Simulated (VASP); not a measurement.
# Sn (I4/mmm) in VASP: settings compared, part 2 of 2

VASP 6.6.1.

## 4. Equation of state, PBEsol, 26.81 Å³/atom (volume scaled by 0.98)

Input file INCAR:

```
SYSTEM = Sn
ALGO = Normal ; EDIFF = 1E-7
ENCUT = 520 ; GGA = PS
ISIF = 2 ; ISMEAR = -1
LASPH = .True. ; LCHARG = .False.
LREAL = .False. ; LWAVE = .False.
NBANDS = 13 ; NELM = 60
PREC = Accurate ; SIGMA = 0.05
```

Input file KPOINTS:

```
k-points
0
Gamma
  10 10 10
  0 0 0
```

Input file POSCAR:

```
Sn
1.0
   -2.0155702798      2.0155702798      1.6496136136
    2.0155702798     -2.0155702798      1.6496136136
    2.0155702798      2.0155702798     -1.6496136136
Sn
1
Direct
    0.0000000000      0.0000000000      0.0000000000
```

Launch:

```console
cat potpaw_PBE.64/Sn_d/POTCAR > POTCAR
mpirun -np 1 vasp_std > vasp.out
```

It took 24 s on 1 thread of Intel Xeon Platinum 8375C at 2.90GHz (Ice Lake), shared host; peak memory 0.15 GiB.

Results (log left out):

| Property | Result |
| --- | --- |
| Free energy | -4.2329 eV |
| Pressure | -1.0 GPa |
| Band gap on the k mesh | none (metal or under the smearing width) |

Caveat: the PAW data sets were made with another functional, which shifts forces and pressure a little.

## 5. Equation of state, PBEsol, 27.90 Å³/atom (volume scaled by 1.02)

INCAR is that of step 4.

KPOINTS is that of step 4.

Input file POSCAR:

```
Sn
1.0
   -2.0426281431      2.0426281431      1.6717587207
    2.0426281431     -2.0426281431      1.6717587207
    2.0426281431      2.0426281431     -1.6717587207
Sn
1
Direct
    0.0000000000      0.0000000000      0.0000000000
```

Launch:

```console
cat potpaw_PBE.64/Sn_d/POTCAR > POTCAR
mpirun -np 1 vasp_std > vasp.out
```

Wall time 46 s (1 thread of Intel Xeon Platinum 8375C at 2.90GHz (Ice Lake), shared host); peak memory 0.17 GiB.

It converged, with:

- Free energy: -4.2200 eV
- Pressure: -2.8 GPa
- Band gap on the k mesh: none (metal or under the smearing width)

Caveat: the PAW data sets were made with another functional, which shifts forces and pressure a little.

## 6. Equation of state, PBEsol, 28.45 Å³/atom (volume scaled by 1.04)

INCAR is that of step 5.

KPOINTS is that of step 5.

Input file POSCAR:

```
Sn
1.0
   -2.0558923339      2.0558923339      1.6826146010
    2.0558923339     -2.0558923339      1.6826146010
    2.0558923339      2.0558923339     -1.6826146010
Sn
1
Direct
    0.0000000000      0.0000000000      0.0000000000
```

Potentials or basis: VASP PAW PBE potentials, release 64 (Sn_d).

Launch:

```console
cat potpaw_PBE.64/Sn_d/POTCAR > POTCAR
mpirun -np 1 vasp_std > vasp.out
```

It took 62 s on 1 thread of Intel Xeon Platinum 8375C at 2.90GHz (Ice Lake), shared host; peak memory 0.17 GiB.

The run converged. Its results:

| Quantity | Value |
| --- | --- |
| Free energy | -4.2092 eV |
| Pressure | -3.6 GPa |
| Band gap on the k mesh | none (metal or under the smearing width) |

Caveat: the PAW data sets were made with another functional, which shifts forces and pressure a little.

## 7. Equation of state, PBEsol, 28.99 Å³/atom (volume scaled by 1.06)

INCAR is that of step 6.

KPOINTS is that of step 6.

Input file POSCAR:

```
Sn
1.0
   -2.0689875426      2.0689875426      1.6933321804
    2.0689875426     -2.0689875426      1.6933321804
    2.0689875426      2.0689875426     -1.6933321804
Sn
1
Direct
    0.0000000000      0.0000000000      0.0000000000
```

Launch:

```console
cat potpaw_PBE.64/Sn_d/POTCAR > POTCAR
mpirun -np 1 vasp_std > vasp.out
```

Wall time 46 s (1 thread of Intel Xeon Platinum 8375C at 2.90GHz (Ice Lake), shared host); peak memory 0.18 GiB.

Results (log left out):

```yaml
Free_energy: -4.1961 eV
Pressure: -4.2 GPa
Band_gap_on_the_k_mesh: none (metal or under the smearing width)
```

Caveat: the PAW data sets were made with another functional, which shifts forces and pressure a little.

## 8. Equation of state, PBEsol

Potentials or basis: VASP PAW PBE potentials, release 64 (Sn_d).

This step only gathers the single runs of the series.

What came out:

- Equilibrium volume: 26.32 Å³/atom
- Bulk modulus at fixed shape and positions: 55 GPa
- Pressure derivative of the bulk modulus: 5.1

Energy against volume, from the lowest point:
```csv
volume (Å³/atom),energy (meV/atom)
25.712,2.53
26.259,0.00
26.806,1.46
27.353,6.42
27.901,14.44
28.448,25.17
28.995,38.31
```

Caveat: the cell was scaled at fixed shape and fractional positions, which overstates the stiffness of a crystal with free parameters, most of all of layers and chains; the PAW data sets were made with another functional, which shifts forces and pressure a little.

## 9. Equation of state, PBE, 25.71 Å³/atom (volume scaled by 0.94)

Input file INCAR:

```
SYSTEM = Sn
PREC = Accurate
ENCUT = 520
EDIFF = 1E-7
ISMEAR = -1
SIGMA = 0.05
LREAL = .FALSE.
LASPH = .TRUE.
NELM = 80
ALGO = Normal
ISIF = 2
LWAVE = .FALSE.
LCHARG = .FALSE.
GGA = PE
NBANDS = 13
```

Input file KPOINTS:

```
Automatic mesh
0
G
  10 10 10
  0 0 0
```

Input file POSCAR:

```
Sn
1.0
   -1.9877657590      1.9877657590      1.6268574157
    1.9877657590     -1.9877657590      1.6268574157
    1.9877657590      1.9877657590     -1.6268574157
Sn
1
Direct
    0.0000000000      0.0000000000      0.0000000000
```

Potentials or basis: VASP PAW PBE potentials, release 64 (Sn_d).

Launch:

```console
cat potpaw_PBE.64/Sn_d/POTCAR > POTCAR
mpirun -np 1 vasp_std > vasp.out
```

It took 8.9 s on 1 thread of Intel Xeon 6975P-C (Granite Rapids), shared host; peak memory 0.15 GiB.

It converged, with:

```yaml
Free_energy: -3.7527 eV
Pressure: 4.4 GPa
Band_gap_on_the_k_mesh: none (metal or under the smearing width)
```

## 10. Equation of state, PBE, 26.26 Å³/atom (volume scaled by 0.96)

Input file INCAR:

```
SYSTEM = Sn
ALGO     = Normal         ! electronic algorithm
EDIFF    = 1E-7           ! SCF threshold, eV
ENCUT    = 520            ! plane-wave cutoff, eV
GGA      = PE             ! functional
ISIF     = 2              ! what is computed and relaxed
ISMEAR   = -1             ! smearing method
LASPH    = .True.         ! aspherical terms in the spheres
LCHARG   = .False.        ! write CHGCAR
LREAL    = .False.        ! projectors in reciprocal space
LWAVE    = .False.        ! write WAVECAR
NBANDS   = 13             ! bands
NELM     = 100            ! most SCF steps
PREC     = Accurate       ! precision mode
SIGMA    = 0.05           ! smearing width, eV
```

Input file KPOINTS:

```
k-points
0
Gamma
  10 10 10
  0 0 0
```

Input file POSCAR:

```
Sn
1.0
   -2.0017645706      2.0017645706      1.6383145356
    2.0017645706     -2.0017645706      1.6383145356
    2.0017645706      2.0017645706     -1.6383145356
Sn
1
Direct
    0.0000000000      0.0000000000      0.0000000000
```

Launch:

```console
cat potpaw_PBE.64/Sn_d/POTCAR > POTCAR
mpirun -np 1 vasp_std > vasp.out
```

Wall time 8.9 s (1 thread of Intel Xeon 6975P-C (Granite Rapids), shared host); peak memory 0.15 GiB.

Results (log left out):

* Free energy: -3.7657 eV
* Pressure: 3.1 GPa
* Band gap on the k mesh: none (metal or under the smearing width)

## 11. Equation of state, PBE, 26.81 Å³/atom (volume scaled by 0.98)

Input file INCAR:

```
ALGO = Normal ; EDIFF = 1E-7
ENCUT = 520 ; GGA = PE
ISIF = 2 ; ISMEAR = -1
LASPH = True ; LCHARG = False
LREAL = False ; LWAVE = False
NBANDS = 13 ; NELM = 80
PREC = Accurate ; SIGMA = 0.05
```

Input file KPOINTS:

```
k-points
0
Gamma
  10 10 10
```

Input file POSCAR:

```
Sn
1.0
   -2.0155702798      2.0155702798      1.6496136136
    2.0155702798     -2.0155702798      1.6496136136
    2.0155702798      2.0155702798     -1.6496136136
Sn
1
Direct
    0.0000000000      0.0000000000      0.0000000000
```

Launch:

```console
cat potpaw_PBE.64/Sn_d/POTCAR > POTCAR
mpirun -np 1 vasp_std > vasp.out
```

Run time: 8.2 s. Hardware: 1 thread of Intel Xeon 6975P-C (Granite Rapids), shared host; peak memory 0.15 GiB.

Results (log left out):

```
Free energy            : -3.7744 eV
Pressure               : 1.9 GPa
Band gap on the k mesh : none (metal or under the smearing width)
```

## 12. Equation of state, PBE, 27.90 Å³/atom (volume scaled by 1.02)

Input file INCAR:

```
SYSTEM = Sn
PREC = Accurate
ENCUT = 520
EDIFF = 1E-7
ISMEAR = -1
SIGMA = 0.05
LREAL = .FALSE.
LASPH = .TRUE.
NELM = 80
ALGO = Normal
ISIF = 2
LWAVE = .FALSE.
LCHARG = .FALSE.
GGA = PE
NBANDS = 13
```

Input file KPOINTS:

```
regular mesh
0
G
  10 10 10
  0 0 0
```

Input file POSCAR:

```
Sn
1.0
   -2.0426281431      2.0426281431      1.6717587207
    2.0426281431     -2.0426281431      1.6717587207
    2.0426281431      2.0426281431     -1.6717587207
Sn
1
Direct
    0.0000000000      0.0000000000      0.0000000000
```

Potentials or basis: VASP PAW PBE potentials, release 64 (Sn_d).

Launch:

```console
cat potpaw_PBE.64/Sn_d/POTCAR > POTCAR
mpirun -np 1 vasp_std > vasp.out
```

Wall time 17 s (1 thread of Intel Xeon 6975P-C (Granite Rapids), shared host); peak memory 0.17 GiB.

It converged, with:

* Free energy: -3.7805 eV
* Pressure: -0.1 GPa
* Band gap on the k mesh: none (metal or under the smearing width)

## 13. Equation of state, PBE, 28.45 Å³/atom (volume scaled by 1.04)

Input file INCAR:

```
PREC = Accurate
ENCUT = 520
EDIFF = 1E-7
ISMEAR = -1
SIGMA = 0.05
LREAL = False
LASPH = True
NELM = 60
ALGO = Normal
ISIF = 2
LWAVE = False
LCHARG = False
GGA = PE
NBANDS = 13
```

Input file KPOINTS:

```
regular mesh
0
Gamma
  10 10 10
```

Input file POSCAR:

```
Sn
1.0
   -2.0558923339      2.0558923339      1.6826146010
    2.0558923339     -2.0558923339      1.6826146010
    2.0558923339      2.0558923339     -1.6826146010
Sn
1
Direct
    0.0000000000      0.0000000000      0.0000000000
```

Launch:

```console
cat potpaw_PBE.64/Sn_d/POTCAR > POTCAR
mpirun -np 1 vasp_std > vasp.out
```

Run time: 19 s. Hardware: 1 thread of Intel Xeon 6975P-C (Granite Rapids), shared host; peak memory 0.17 GiB.

The run converged. Its results:

```
Free energy            : -3.7788 eV
Pressure               : -1.0 GPa
Band gap on the k mesh : none (metal or under the smearing width)
```

## 14. Equation of state, PBE, 28.99 Å³/atom (volume scaled by 1.06)

Input file INCAR:

```
SYSTEM = Sn
PREC     = Accurate       ! precision mode
ENCUT    = 520            ! plane-wave cutoff, eV
EDIFF    = 1E-7           ! SCF threshold, eV
ISMEAR   = -1             ! smearing method
SIGMA    = 0.05           ! smearing width, eV
LREAL    = .FALSE.        ! projectors in reciprocal space
LASPH    = .TRUE.         ! aspherical terms in the spheres
NELM     = 100            ! most SCF steps
ALGO     = Normal         ! electronic algorithm
ISIF     = 2              ! what is computed and relaxed
LWAVE    = .FALSE.        ! write WAVECAR
LCHARG   = .FALSE.        ! write CHGCAR
GGA      = PE             ! functional
NBANDS   = 13             ! bands
```

Input file KPOINTS:

```
regular mesh
0
G
  10 10 10
  0 0 0
```

Input file POSCAR:

```
Sn
1.0
   -2.0689875426      2.0689875426      1.6933321804
    2.0689875426     -2.0689875426      1.6933321804
    2.0689875426      2.0689875426     -1.6933321804
Sn
1
Direct
    0.0000000000      0.0000000000      0.0000000000
```

Launch:

```console
cat potpaw_PBE.64/Sn_d/POTCAR > POTCAR
mpirun -np 1 vasp_std > vasp.out
```

Run time: 16 s. Hardware: 1 thread of Intel Xeon 6975P-C (Granite Rapids), shared host; peak memory 0.17 GiB.

The run converged. Its results:

```
Free energy            : -3.7744 eV
Pressure               : -1.7 GPa
Band gap on the k mesh : none (metal or under the smearing width)
```

## 15. Equation of state, PBE

Potentials or basis: VASP PAW PBE potentials, release 64 (Sn_d).

No new run: the results of the series are fitted here.

Results:

```yaml
Equilibrium_volume: 27.86 Å³/atom
Bulk_modulus_at_fixed_shape_and_positions: 46 GPa
Pressure_derivative_of_the_bulk_modulus: 5.2
```

Energy against volume, from the lowest point:
```tsv
volume (Å³/atom)	energy (meV/atom)
25.712	27.76
26.259	14.74
26.806	6.12
27.353	1.35
27.901	0.00
28.448	1.68
28.995	6.07
```

Caveat: the cell was scaled at fixed shape and fractional positions, which overstates the stiffness of a crystal with free parameters, most of all of layers and chains.
